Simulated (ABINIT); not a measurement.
Crystal: Ru.

```
CELL_PARAMETERS angstrom
2.70580 0.00000 0.00000
-1.35290 2.34329 0.00000
0.00000 0.00000 4.28190
ATOMIC_POSITIONS crystal
Ru 0.66667 0.33333 0.75000
Ru 0.33333 0.66667 0.25000
```

Base run:

| Item | Value |
| --- | --- |
| Program | ABINIT 10.8.3 (patched build) |
| Functional | HCTH407 |
| Potentials or basis | JTH PAW PBE v2.0 |
| Cutoff | 408 eV |
| k mesh | 11 × 11 × 6 |
| Occupations | fermi-dirac, width 0.05 eV |
| Spin | no spin polarisation |

Its results: band gap on the k mesh none (metal or under the smearing width); pressure -5.6 GPa.

**Question.** The run is repeated on the same cell with these changes: functional from HCTH407 to OLYP. What comes out?

**Answer.** Band gap on the k mesh none (metal or under the smearing width); pressure -3.2 GPa.

Caveats: the PAW data sets were made with another functional, which shifts forces and pressure a little.
